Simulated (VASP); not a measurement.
# BAs (F-43m) in VASP: a series of runs

One crystal, BAs, is run at these levels: PBE; tasks: G0W0 quasiparticle levels.

Program: VASP 6.6.1. These are calculated values, not measurements. Logs are shortened: lines on timing, memory, paths and dates and some standing lists are left out, and cuts for length are marked.

### 1 Starting point

It takes space group F-43m (No. 216, cubic). The conventional cell has a = 4.777 Å, b = 4.777 Å, c = 4.777 Å, α = 90.00°, β = 90.00°, γ = 90.00°. Around As (site symmetry -43m) lie 4 B at 2.07 Å. B (site symmetry -43m) has 4 As at 2.07 Å as nearest neighbours.

### 2 G0W0 quasiparticle levels, PBE

Input file POSCAR:

```
BAs
1.0
    0.0000000000      2.3885000000      2.3885000000
    2.3885000000      0.0000000000      2.3885000000
    2.3885000000      2.3885000000      0.0000000000
As B
1 1
Direct
    0.7500000000      0.7500000000      0.7500000000
    0.0000000000      0.0000000000      0.0000000000
```

Input file INCAR.step1:

```
SYSTEM = BAs
PREC = Accurate
ENCUT = 450
EDIFF = 1E-8
ISMEAR = 0
SIGMA = 0.01
LREAL = .False.
LASPH = .True.
NELM = 100
ALGO = Fast
LWAVE = .True.
LCHARG = .False.
GGA = PE
```

Input file INCAR.step2:

```
SYSTEM = BAs
PREC = Accurate
ENCUT = 450
EDIFF = 1E-8
ISMEAR = 0
SIGMA = 0.01
LREAL = .False.
LASPH = .True.
NELM = 1
ALGO = Exact
LWAVE = .True.
LCHARG = .False.
GGA = PE
NBANDS = 20
LOPTICS = .True.
ISTART = 1
```

Input file INCAR.step3:

```
SYSTEM = BAs
PREC = Accurate
ENCUT = 450
EDIFF = 1E-8
ISMEAR = 0
SIGMA = 0.01
LREAL = .False.
LASPH = .True.
ALGO = EVGW0
LWAVE = .False.
LCHARG = .False.
GGA = PE
NELMGW = 1
NBANDS = 20
ENCUTGW = 260
NOMEGA = 48
PRECFOCK = Fast
ISTART = 1
NBANDSGW = 12
```

Input file KPOINTS:

```
Automatic mesh
0
Gamma
  3 3 3
  0 0 0
```

Potentials or basis: VASP PAW PBE potentials, release 64 (As_GW, B_GW).

The run is started by

```console
$ cat potpaw_PBE.64/As_GW/POTCAR potpaw_PBE.64/B_GW/POTCAR > POTCAR
$ cp INCAR.step1 INCAR
$ mpirun -np 1 vasp_std > vasp.out
$ cp INCAR.step2 INCAR
$ mpirun -np 1 vasp_std > vasp.out
$ cp INCAR.step3 INCAR
$ mpirun -np 1 vasp_std > vasp.out
```

OUTCAR:

```text
SYSTEM = BAs
   PREC = Accurate
   ENCUT = 450
   EDIFF = 1E-8
   ISMEAR = 0
   LREAL = .False.
   LASPH = .True.
   GGA = PE
   NELMGW = 1
   ENCUTGW = 260
   PRECFOCK = Fast
   ISTART = 1

 Found      4 irreducible k-points:

 Following reciprocal coordinates:
            Coordinates               Weight
  0.000000  0.000000  0.000000      1.000000
  0.333333  0.000000  0.000000      8.000000
  0.333333  0.333333  0.000000      6.000000
 -0.333333  0.333333  0.000000     12.000000
   k-points           NKPTS =      4   k-points in BZ     NKDIM =     27   number of bands    NBANDS=     20
   number of dos      NEDOS =    301   number of ions     NIONS =      2
   total plane-waves  NPLWV =  13824
   dimension x,y,z NGX =    24 NGY =   24 NGZ =   24
   dimension x,y,z NGXF=    48 NGYF=   48 NGZF=   48
   ions per type =               1   1
   NGX,Y,Z   is equivalent  to a cutoff of  11.81, 11.81, 11.81 a.u.
   NGXF,Y,Z  is equivalent  to a cutoff of  23.62, 23.62, 23.62 a.u.
 SYSTEM =  BAs
   PREC   = accura    normal or accurate (medium, high low for compatibility)
   ISTART =      1    job   : 0-new  1-cont  2-samecut
   ICHARG =      0    charge: 1-file 2-atom 10-const
   ISPIN  =      1    spin polarized calculation?
   LNONCOLLINEAR =      F non collinear calculations
   LSORBIT =      F    spin-orbit coupling
   LASPH  =      T    aspherical Exc in radial PAW
   ENCUT  =  450.0 eV  33.07 Ry    5.75 a.u.   5.84  5.84  5.84*2*pi/ulx,y,z
   NELM   =     60;   NELMIN=  2; NELMDL=  0     # of ELM steps
   EDIFF  = 0.1E-07   stopping-criterion for ELM
   LREAL  =      F    real-space projection
   EDIFFG = 0.1E-06   stopping-criterion for IOM
   NSW    =      0    number of steps for IOM
   IBRION =     -1    ionic relax: 0-MD 1-quasi-New 2-CG
   NFREE  =      0    steps in history (QN), initial steepest desc. (CG)
   ISIF   =      0    stress and relaxation
   ISYM   =      3    0-nonsym 1-usesym 2-fastsym
   POTIM  = 0.5000    time-step for ionic-motion
   TEBEG  =    0.0;   TEEND  =   0.0 temperature during run
   PSTRESS=    0.0 pullay stress
   NELECT =       8.0000    total number of electrons
   NUPDOWN=      -1.0000    fix difference up-down
   EMIN   =  10.00;   EMAX   =-10.00  energy-range for DOS
   EFERMI =   0.00;   METHOD = LEGACY
   ISMEAR =     0;   SIGMA  =   0.01  broadening in eV -4-tet -1-fermi 0-gaus
   EFERMI_NEDOS =   21; number of points for ismear=-14 and -15
   IALGO  =     38    algorithm
   IMIX   =      4    mixing-type and parameters
     AMIX     =   0.40;   BMIX     =  1.00
     AMIX_MAG =   1.60;   BMIX_MAG =  1.00
  volume/ion in A,a.u.               =      13.63        91.95
  Fermi-wavevector in a.u.,A,eV,Ry     =   1.088018  2.056057 16.106360  1.183784
  Thomas-Fermi vector in A             =   2.224191
   LORBIT       =      0    0 simple, 1 ext, 2 COOP (PROOUT), +10 PAW based schemes
   GGA     = PE    functional components
   LHFCALC =     T    Hartree Fock is set to
   PRECFOCK=fast      Normal, Fast or Accurate (Low or Medium for compatibility)
   ENCUT4O =  -1.0   cutoff for four orbital integrals eV
   NKREDX  =     1    reduce k-point grid by
   NKREDY  =     1    reduce k-point grid by
   NKREDZ  =     1    reduce k-point grid by
   AEXX    =    1.0000 exact exchange contribution
   HFSCREEN=    0.0000 screening length (either q_TF or 0.3 A-1)
   HFSCREENC=   0.0000 screening length for correlation (either q_TF or 0.3 A-1)
   ENCUTFOCK=  -1.0 apply spherical cutoff to Coloumb kernel
   IVDW    =     0    specifies the selected vdW correction
   LEPSILON=     F    determine dielectric tensor
   LRPA    =     F    only Hartree local field effects (RPA)
   LRPAFORCE           =     F    calculate RPA forces
   ENCUTGW             = 260.0    cutoff for response function in eV
   ENCUTGWSOFT         = 208.0    soft cutoff for Coulomb kernel in GW response function in eV
   ENCUTLF             =  -1.0    cutoff for local field effects
   NELMGW              =     1    number of iterations in solving QP/BSE equation
   NELMHF              =     1    number of iterations in the inner HF iteration
   NKREDLFX            =     1    NKREDLFY  =   1   NKREDLFZ  =   1
 non-spin polarized calculation
 Gauss-broadening in eV      SIGMA  =   0.01
  energy-cutoff  :      450.00
  volume of cell :       27.25
 maximum number of plane-waves:       609
  NGX = 14; NGY = 14; NGZ = 14
   NGX = 11   NGY = 11   NGZ = 11
 maximum number of plane-waves:       266

 QP shifts <psi_nk| G(iteration)W_0 |psi_nk>: iteration 1
 for sc-GW calculations column KS-energies equals QP-energies in previous step
 and V_xc(KS)=  KS-energies - (<T + V_ion + V_H > + <T+V_H+V_ion>^1  + <V_x>^1)

 k-point   1 :       0.0000    0.0000    0.0000
  band No.  KS-energies  QP-energies   sigma(KS)   V_xc(KS)     V^pw_x(r,r')   Z            occupation Imag(sigma)

      1      -9.1660      -9.5295     -12.1397     -11.6436     -19.5361       0.7328       2.0000       1.3902
      2       6.2712       6.4239     -12.4211     -12.6127     -14.7586       0.7969       2.0000       0.0923
      3       6.2712       6.4239     -12.4211     -12.6127     -14.7586       0.7969       2.0000       0.0923
      4       6.2712       6.4239     -12.4211     -12.6127     -14.7586       0.7969       2.0000       0.0923
      5       9.5022      10.4689     -10.1560     -11.3720      -6.3473       0.7950       0.0000      -0.0925
      6       9.5022      10.4689     -10.1560     -11.3720      -6.3473       0.7950       0.0000      -0.0925
      7       9.5022      10.4689     -10.1560     -11.3720      -6.3473       0.7950       0.0000      -0.0925
      8      10.9398      12.2098     -10.9535     -12.6009      -6.1731       0.7709       0.0000      -0.1742
      9      15.8266      16.3533      -8.1486      -8.8101      -2.9261       0.7961       0.0000      -0.3300
     10      19.1544      20.0982      -9.2057     -10.4036      -4.3233       0.7879       0.0000      -0.3297
     11      19.1544      20.0982      -9.2057     -10.4036      -4.3233       0.7879       0.0000      -0.3297
     12      20.5662      21.3245      -8.0379      -8.9570      -2.4337       0.8251       0.0000      -0.7433

 k-point   2 :       0.3333    0.0000    0.0000
  band No.  KS-energies  QP-energies   sigma(KS)   V_xc(KS)     V^pw_x(r,r')   Z            occupation Imag(sigma)
[... 33 lines left out ...]
      1      -5.3389      -5.5083     -12.4755     -12.2478     -18.4720       0.7437       2.0000       0.7563
      2      -1.6114      -1.9306     -12.3907     -11.9691     -17.1029       0.7570       2.0000       0.4341
      3       0.1557      -0.0903     -11.3182     -11.0017     -14.8096       0.7774       2.0000       0.2286
      4       3.1963       3.1590     -12.0601     -12.0124     -15.0695       0.7827       2.0000       0.1310
      5       8.7106       9.3718      -9.4398     -10.2680      -5.4294       0.7983       0.0000      -0.0957
      6      13.5084      14.6698     -10.1890     -11.6901      -5.1125       0.7736       0.0000      -0.2464
      7      14.3617      15.5661     -10.1767     -11.7081      -5.1334       0.7865       0.0000      -0.2974
      8      15.6007      16.6794     -10.3081     -11.7060      -4.9689       0.7717       0.0000      -0.3540
      9      15.7170      16.5383      -9.3472     -10.3779      -4.5681       0.7969       0.0000      -0.2644
     10      18.3558      19.1872      -8.9566      -9.9829      -4.0989       0.8101       0.0000      -0.3756
     11      23.1158      24.3213      -9.7081     -11.3129      -3.3076       0.7512       0.0000      -0.8722
     12      24.7319      25.6568      -8.1355      -9.3001      -2.4061       0.7942       0.0000      -0.8276
```

OUTCAR.step2:

```text
SYSTEM = BAs
   PREC = Accurate
   ENCUT = 450
   EDIFF = 1E-8
[... 518 lines left out ...]
  --------------------------------------------------------------------------------------------------------------
     0.00000    20.88031    20.88031    20.88031    -0.00000    -0.00000     0.00000
     0.60968    21.25516    21.25516    21.25516    -0.00000    -0.00000     0.00000
     1.21937    22.50824    22.50824    22.50824    -0.00000    -0.00000     0.00000
     1.82905    25.12165    25.12165    25.12165    -0.00000    -0.00000     0.00000
     2.43874    30.83966    30.83966    30.83966    -0.00000    -0.00000     0.00000
     3.04842    53.04113    53.04113    53.04113    -0.00000    -0.00000     0.00000
[... 92 lines left out ...]
    59.74908     0.83892     0.83892     0.83892     0.00000     0.00000    -0.00000
    60.35877     0.84227     0.84227     0.84227     0.00000     0.00000    -0.00000
```

It took 8.8 s on 1 thread of Intel Xeon 6975P-C (Granite Rapids), shared host; peak memory 0.24 GiB.

These settings aren't checked as converged: the numbers below hold their error.

What came out:

* Band gap on the k mesh, mean-field level: 1.24 eV, indirect (least direct gap 3.23 eV)
* Quasiparticle gap: 1.71 eV
* Least direct quasiparticle gap: 4.04 eV

Caveat: the k mesh is coarse (spacing up to 0.76 Å⁻¹), so the values aren't converged; bands, screening cutoff and mesh are small and nothing is extrapolated, so the quasiparticle values aren't converged; an odd mesh through Γ misses points on the zone boundary, where band edges often lie.

### 3 G0W0 quasiparticle levels, PBE

POSCAR is that of step 2.

INCAR.step1 is that of step 2.

INCAR.step2, as its differences from that of step 2:

```diff
@@ -13,3 +13,3 @@
 GGA = PE
-NBANDS = 20
+NBANDS = 36
 LOPTICS = .True.
```

INCAR.step3, as its differences from that of step 2:

```diff
@@ -13,5 +13,5 @@
 NELMGW = 1
-NBANDS = 20
-ENCUTGW = 260
-NOMEGA = 48
+NBANDS = 36
+ENCUTGW = 150
+NOMEGA = 72
 PRECFOCK = Fast
```

KPOINTS is that of step 2.

Potentials or basis: VASP PAW PBE potentials, release 64 (As_GW, B_GW).

The run is started by

```console
$ cat potpaw_PBE.64/As_GW/POTCAR potpaw_PBE.64/B_GW/POTCAR > POTCAR
$ cp INCAR.step1 INCAR
$ mpirun -np 1 vasp_std > vasp.out
$ cp INCAR.step2 INCAR
$ mpirun -np 1 vasp_std > vasp.out
$ cp INCAR.step3 INCAR
$ mpirun -np 1 vasp_std > vasp.out
```

OUTCAR:

```text
SYSTEM = BAs
   PREC = Accurate
   ENCUT = 450
   EDIFF = 1E-8
   ISMEAR = 0
   LREAL = .False.
   LASPH = .True.
   GGA = PE
   NELMGW = 1
   ENCUTGW = 150
   PRECFOCK = Fast
   ISTART = 1

 Found      4 irreducible k-points:

 Following reciprocal coordinates:
            Coordinates               Weight
  0.000000  0.000000  0.000000      1.000000
  0.333333  0.000000  0.000000      8.000000
  0.333333  0.333333  0.000000      6.000000
 -0.333333  0.333333  0.000000     12.000000
   k-points           NKPTS =      4   k-points in BZ     NKDIM =     27   number of bands    NBANDS=     36
   number of dos      NEDOS =    301   number of ions     NIONS =      2
   total plane-waves  NPLWV =  13824
   dimension x,y,z NGX =    24 NGY =   24 NGZ =   24
   dimension x,y,z NGXF=    48 NGYF=   48 NGZF=   48
   ions per type =               1   1
   NGX,Y,Z   is equivalent  to a cutoff of  11.81, 11.81, 11.81 a.u.
   NGXF,Y,Z  is equivalent  to a cutoff of  23.62, 23.62, 23.62 a.u.
 SYSTEM =  BAs
[... 53 lines left out ...]
   NELMHF              =     1    number of iterations in the inner HF iteration
   NKREDLFX            =     1    NKREDLFY  =   1   NKREDLFZ  =   1
 non-spin polarized calculation
 Gauss-broadening in eV      SIGMA  =   0.01
  energy-cutoff  :      450.00
  volume of cell :       27.25
 maximum number of plane-waves:       609
  NGX = 14; NGY = 14; NGZ = 14
   NGX = 11   NGY = 11   NGZ = 11
 maximum number of plane-waves:       117

 QP shifts <psi_nk| G(iteration)W_0 |psi_nk>: iteration 1
 for sc-GW calculations column KS-energies equals QP-energies in previous step
 and V_xc(KS)=  KS-energies - (<T + V_ion + V_H > + <T+V_H+V_ion>^1  + <V_x>^1)

 k-point   1 :       0.0000    0.0000    0.0000
  band No.  KS-energies  QP-energies   sigma(KS)   V_xc(KS)     V^pw_x(r,r')   Z            occupation Imag(sigma)

      1      -9.1660      -9.6791     -12.3499     -11.6436     -19.5361       0.7264       2.0000       1.2377
      2       6.2712       6.0951     -12.8333     -12.6127     -14.7586       0.7987       2.0000       0.0422
      3       6.2712       6.0951     -12.8333     -12.6127     -14.7586       0.7987       2.0000       0.0422
      4       6.2712       6.0951     -12.8333     -12.6127     -14.7586       0.7987       2.0000       0.0422
      5       9.5022      10.1015     -10.6100     -11.3720      -6.3473       0.7864       0.0000      -0.0708
      6       9.5022      10.1015     -10.6100     -11.3720      -6.3473       0.7864       0.0000      -0.0708
      7       9.5022      10.1015     -10.6100     -11.3720      -6.3473       0.7864       0.0000      -0.0708
      8      10.9398      11.8261     -11.4407     -12.6009      -6.1731       0.7638       0.0000      -0.1239
      9      15.8266      15.9619      -8.6380      -8.8101      -2.9261       0.7866       0.0000      -0.2810
     10      19.1544      19.5242      -9.9261     -10.4036      -4.3233       0.7745       0.0000      -0.2726
     11      19.1544      19.5242      -9.9261     -10.4036      -4.3233       0.7745       0.0000      -0.2726
     12      20.5662      20.7566      -8.7249      -8.9570      -2.4337       0.8203       0.0000      -0.6885
[... 36 lines left out ...]
      1      -5.3389      -5.6973     -12.7417     -12.2478     -18.4720       0.7255       2.0000       0.6442
      2      -1.6114      -2.1440     -12.6735     -11.9691     -17.1029       0.7560       2.0000       0.3499
      3       0.1557      -0.3160     -11.6071     -11.0017     -14.8096       0.7791       2.0000       0.1612
      4       3.1963       2.8870     -12.4109     -12.0124     -15.0695       0.7762       2.0000       0.0752
      5       8.7106       9.0501      -9.8407     -10.2680      -5.4294       0.7943       0.0000      -0.0686
      6      13.5084      14.2636     -10.7092     -11.6901      -5.1125       0.7699       0.0000      -0.1995
      7      14.3617      15.1273     -10.7299     -11.7081      -5.1334       0.7826       0.0000      -0.2574
      8      15.6007      16.2404     -10.8643     -11.7060      -4.9689       0.7600       0.0000      -0.2963
      9      15.7170      16.1140      -9.8756     -10.3779      -4.5681       0.7905       0.0000      -0.2207
     10      18.3558      18.6711      -9.5884      -9.9829      -4.0989       0.7993       0.0000      -0.3308
     11      23.1158      23.7648     -10.4277     -11.3129      -3.3076       0.7332       0.0000      -0.7653
     12      24.7319      24.9985      -8.9602      -9.3001      -2.4061       0.7842       0.0000      -0.7570
```

OUTCAR.step1:

```text
SYSTEM = BAs
   PREC = Accurate
   ENCUT = 450
   EDIFF = 1E-8
   ISMEAR = 0
   LREAL = .False.
   LASPH = .True.
[... 151 lines left out ...]
      3.58275      3.58275      3.58275        -0.000000     -0.000000      0.000000
      0.00000      0.00000      0.00000         0.000000      0.000000     -0.000000
 -----------------------------------------------------------------------------------
    total drift:                               -0.000000     -0.000000     -0.000000

  FREE ENERGIE OF THE ION-ELECTRON SYSTEM (eV)
  ---------------------------------------------------
  free  energy   TOTEN  =       -10.7745355402 eV

  energy  without entropy=      -10.7745355402  energy(sigma->0) =      -10.77453554
```

Wall time 7.3 s (1 thread of Intel Xeon 6975P-C (Granite Rapids), shared host); peak memory 0.18 GiB.

The run converged, but some of its settings lie outside the range that counts as converged, so its numbers aren't taken as properties of the crystal.

What came out:

```yaml
Band_gap_on_the_k_mesh_mean-field_level: 1.24 eV, indirect (least direct gap 3.23 eV)
Quasiparticle_gap: 1.73 eV
Least_direct_quasiparticle_gap: 4.01 eV
```

Caveat: the k mesh is coarse (spacing up to 0.76 Å⁻¹), so the values aren't converged; bands, screening cutoff and mesh are small and nothing is extrapolated, so the quasiparticle values aren't converged; an odd mesh through Γ misses points on the zone boundary, where band edges often lie.

(Continued in part 2 of 2.)
